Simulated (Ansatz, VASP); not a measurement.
Two plane-wave programs on PbS

POSCAR

```
PbS
1.0
    3.6351320337      0.0000000000      0.0000000000
    0.0000000000      3.6351320337      0.0000000000
    0.0000000000      0.0000000000      3.6351320337
Pb S
1 1
Direct
    0.0000000000      0.0000000000      0.0000000000
    0.5000000000      0.5000000000      0.5000000000
```

The input INCAR.step1:

```
ALGO = Normal
EDIFF = 1E-5
ENCUT = 520
GGA = PE
ISIF = 2
ISMEAR = -1
LASPH = T
LCHARG = F
LREAL = F
LWAVE = T
NBANDS = 17
NELM = 100
PREC = Accurate
SIGMA = 0.02
```

File INCAR.step2:

```
AEXX = 0.75
ALGO = Normal
EDIFF = 1E-6
ENCUT = 520
GGA = PE
HFSCREEN = 0.2078
ISIF = 2
ISMEAR = -1
ISTART = 1
LASPH = T
LCHARG = F
LHFCALC = T
LREAL = F
LWAVE = F
NBANDS = 17
NELM = 100
PREC = Accurate
PRECFOCK = Normal
SIGMA = 0.02
```

Contents of KPOINTS:

```
k-points
0
Gamma
  4 4 4
```

Input for Ansatz:

```yaml
crystal:
  lattice:
    - [3.6351320337, 0.0, 0.0]
    - [0.0, 3.6351320337, 0.0]
    - [0.0, 0.0, 3.6351320337]
  atoms:
    - { symbol: Pb, position: [0.0, 0.0, 0.0] }
    - { symbol: S, position: [0.5, 0.5, 0.5] }
kpoints:
  mp_grid: { grid: [4, 4, 4] }
hamiltonian:
  xc:
    exchange: pbe
    correlation: pbe
    exx: { coeff: 0.75, omega: 0.2078 }
scf:
  occupations: { method: fermi_dirac, width: 0.02 }
  n_extra_bands: 4
output:
  forces: true
  stress: true
  eigenvalues: true
```

Alike in both runs: task single point; functional PBE-based screened hybrid; k mesh 4 × 4 × 4; occupations fermi-dirac, width 0.02 eV; no spin polarisation.

|  | VASP | Ansatz |
| --- | --- | --- |
| version | VASP 6.6.1 | Ansatz 0.2.0 |
| potentials or method | VASP PAW PBE potentials, release 64 (Pb_d, S) | plane waves |
| plane-wave cutoff (eV) | 520 | 420 |
| valence electrons in the cell | 20 | 20 |

Ansatz gave:

- gap on the k mesh at the Fermi level (eV): 0.81
- pressure (GPa): -2.5

Problem. Which values does VASP return?

Solution. gap on the k mesh at the Fermi level (eV): 0.82; pressure (GPa): -2.6.

Ansatz warned: «stress_exchange_threshold_loose».

Caveats: the k mesh is coarse (spacing up to 0.43 Å⁻¹), so the values aren't converged; the PAW data sets were made with another functional, which shifts forces and pressure a little (VASP); spin-orbit coupling is left out, which as a rule narrows the gap of such compounds by several tenths of an eV. A k mesh can miss the band edges.
